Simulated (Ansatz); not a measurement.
**WS2 in Ansatz: the effect of functional**

WS2, a slab with vacuum:

```
W S
1.0
     3.18312    0.00000    0.00000
    -1.59156    2.75666    0.00000
     0.00000    0.00000   35.18056
W S
4 8
Direct
  0.33333 0.66667 0.59232
  0.33333 0.66667 0.22340
  0.66667 0.33333 0.77660
  0.66667 0.33333 0.40768
  0.33333 0.66667 0.82115
  0.33333 0.66667 0.45202
  0.66667 0.33333 0.63662
  0.66667 0.33333 0.26774
  0.33333 0.66667 0.73226
  0.33333 0.66667 0.36338
  0.66667 0.33333 0.54798
  0.66667 0.33333 0.17885
```

Alike in all runs:

- Program: Ansatz 0.2.0
- Task: band structure
- Potentials or basis: Ansatz PAW
- k mesh: 7 × 7 × 1
- Occupations: fermi-dirac, width 0.05 eV
- Spin: no spin polarisation

Problem. One run gave: gap on the mesh 1.53 eV; largest force 0.17 eV/Å. Which functional did it use?
A. LDA
B. r2SCAN
C. BLYP
D. PBEsol

Solution. B.

```tsv
functional	cutoff	gap on the mesh (eV)	largest force (eV/Å)
LDA	420 eV	1.35	0.54
PBEsol	420 eV	1.38	0.27
BLYP	420 eV	1.41	0.66
r2SCAN	500 eV	1.53	0.17
```

Caveats: the k mesh misses the band edges, so the gap on the mesh is wider than the one along the path; spin-orbit coupling is left out, which moves the levels of the heavy elements; the PAW data sets come from PBE, with cores solved anew for the run's functional, which leaves a small shift of forces and pressure; the potentials were made for another functional, which shifts forces and pressure (some runs).

Not every run made on this cell is shown here.
